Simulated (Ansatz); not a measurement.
# SnO: the cost of one run

Program: Ansatz 0.2.0. Level of theory: DFT PBE, scalar-relativistic, plane waves, PAW. These are calculated values, not measurements.

## 1. Starting point

Symmetry: P4/nmm, No. 129, tetragonal system. Conventional cell: a = 3.802 Å, b = 3.802 Å, c = 4.836 Å, α = 90.00°, β = 90.00°, γ = 90.00°. Around Sn (site symmetry 4mm) lie 4 O at 2.22 Å. Around O (site symmetry -4m2) lie 4 Sn at 2.22 Å.

As a file:

```cif
data_structure
_symmetry_space_group_name_H-M 'P4/nmm:1'
_symmetry_Int_Tables_number 129
_cell_length_a 3.8020
_cell_length_b 3.8020
_cell_length_c 4.8360
_cell_angle_alpha 90.000
_cell_angle_beta 90.000
_cell_angle_gamma 90.000
_cell_volume 69.91
loop_
_atom_site_label
_atom_site_type_symbol
_atom_site_symmetry_multiplicity
_atom_site_Wyckoff_symbol
_atom_site_fract_x
_atom_site_fract_y
_atom_site_fract_z
_atom_site_occupancy
Sn1 Sn 2 c 0.00000 0.50000 0.23850 1
O1 O 2 a 0.00000 0.00000 0.00000 1
```

The cell is taken as given, not relaxed at this level.

## 2. Zero of energy

The reference gives a free energy of -13183.3549 eV, pressure 4.19 GPa, largest force 0.352 eV/Å and gap on the mesh none (metal). It was computed beforehand with the settings of the runs below.

## 3. Setting up energy and stress against strain

The cell is strained by ε times the Voigt pattern (1, -1, 0, 0, 0, 0) (xx, yy, zz, yz, xz, xy; engineering shear), with fractional coordinates fixed (clamped ions). The stress on the pattern is the sum of the stress components weighted by it, tension positive.

## 4. Point ε = -0.1500

File input.yaml:

```yaml
crystal:
  lattice:
    - [3.2317, 0.0, 0.0]
    - [0.0, 4.3723, 0.0]
    - [0.0, 0.0, 4.836]
  atoms:
    - { symbol: Sn, position: [0.0, 0.5, 0.2385] }
    - { symbol: Sn, position: [0.5, 0.0, 0.7615] }
    - { symbol: O, position: [0.0, 0.0, 0.0] }
    - { symbol: O, position: [0.5, 0.5, 0.0] }
basis:
  ecutwfc: 420
kpoints:
  mp_grid: { grid: [12, 12, 10] }
hamiltonian:
  xc: pbe
scf:
  occupations: { method: gaussian, width: 0.15 }
output:
  forces: true
  stress: true
  eigenvalues: true
```

Started as:

```bash
> ansatz run input.yaml --threads 1 --pin off --max-ram 2560MiB --backend cpu --events-out ev --progress --plain --runs-dir out
```

Q: Estimate wall time and peak memory on 1 thread of Intel Xeon Platinum 8375C at 2.90GHz (Ice Lake), shared host.

About 22 s, with a peak of 0.66 GiB.
